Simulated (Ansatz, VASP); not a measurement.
## AlN: VASP beside Ansatz

The input INCAR:

```
PREC = Accurate
ENCUT = 520
EDIFF = 1E-6
ISMEAR = 0
SIGMA = 0.012
LREAL = F
LASPH = T
NELM = 80
ALGO = Normal
ISIF = 2
LWAVE = F
LCHARG = F
GGA = PS
NBANDS = 16
```

KPOINTS

```
regular mesh
0
Gamma
  9 9 5
```

POSCAR

```
AlN
1.0
    3.1884304000      0.0000000000      0.0000000000
   -1.5942152000      2.7612578000      0.0000000000
    0.0000000000      0.0000000000      5.1173090900
N Al
2 2
Direct
    0.6667000000      0.3333000000      0.3810000000
    0.3334000000      0.6667000000      0.8810000000
    0.6667000000      0.3333000000      0.0000000000
    0.3334000000      0.6667000000      0.5000000000
```

Input for Ansatz:

```yaml
crystal:
  lattice:
    - [3.1884304, 0.0, 0.0]
    - [-1.5942152, 2.7612578, 0.0]
    - [0.0, 0.0, 5.11730909]
  atoms:
    - { symbol: "N", position: [0.6667, 0.3333, 0.381] }
    - { symbol: "N", position: [0.3334, 0.6667, 0.881] }
    - { symbol: Al, position: [0.6667, 0.3333, 0.0] }
    - { symbol: Al, position: [0.3334, 0.6667, 0.5] }
  symmetry: { tolerance: 0.0003 }
kpoints:
  mp_grid: { grid: [9, 9, 5], shift: [0, 0, 0] }
  band_path:
    path:
      - [0.0, 0.0, 0.0]
      - [0.50000027, -3.6e-07, 0.0]
      - [0.33333351, 0.3333328, 0.0]
      - [0.0, 0.0, 0.0]
      - [0.0, 0.0, 0.5]
      - [0.50000027, -3.6e-07, 0.5]
      - [0.33333351, 0.3333328, 0.5]
      - [0.0, 0.0, 0.5]
      - [0.50000027, -3.6e-07, 0.5]
      - [0.50000027, -3.6e-07, 0.0]
      - [0.33333351, 0.3333328, 0.5]
    npoints: 6
magnetization:
  spin_polarized: false
scf:
  occupations: { method: gaussian, width: 0.012 }
  lower_state_search: "off"
  max_iter: 200
hamiltonian:
  pseudopotentials: { kind: paw }
  xc: pbesol
basis:
  ecutwfc: 420
  fft_grid_basis: typed
output:
  forces: true
  stress: true
  eigenvalues: true
  bader: true
  populations: true
  elf: true
  write_potential: true
  volumetric_format: npy
  dos:
    e_range: [-12, 8]
    de: 0.05
    projected: { site_lists: { Al: [Al], "N": ["N"] } }
checkpoint:
  read: saved_state
```

Alike in both runs: task single point; functional PBEsol; k mesh 9 × 9 × 5; occupations gaussian, width 0.012 eV; no spin polarisation.

```csv
,VASP,Ansatz
version,VASP 6.6.1,Ansatz 0.2.0
potentials or method,"VASP PAW PBE potentials, release 64 (N, Al)",PAW plane waves
plane-wave cutoff (eV),520,420
valence electrons in the cell,16,16
```

|  | VASP | Ansatz | Ansatz less VASP |
| --- | --- | --- | --- |
| gap on the k mesh at the Fermi level (eV) | 3.50 | 3.49 | -0.012 |
| pressure (GPa) | -13.0 | -12.8 | +0.15 |
| largest component of the traceless stress (GPa) | 0.27 | 0.27 | -0.004 |

The functional is the same, so the differences come from potentials, cutoffs and numerics. Ansatz warned: «structure_snapped_to_symmetry».

Caveats: the PAW data sets were made with another functional, which shifts forces and pressure a little (VASP). PBEsol gaps usually lie below the measured ones, often by a third to a half.
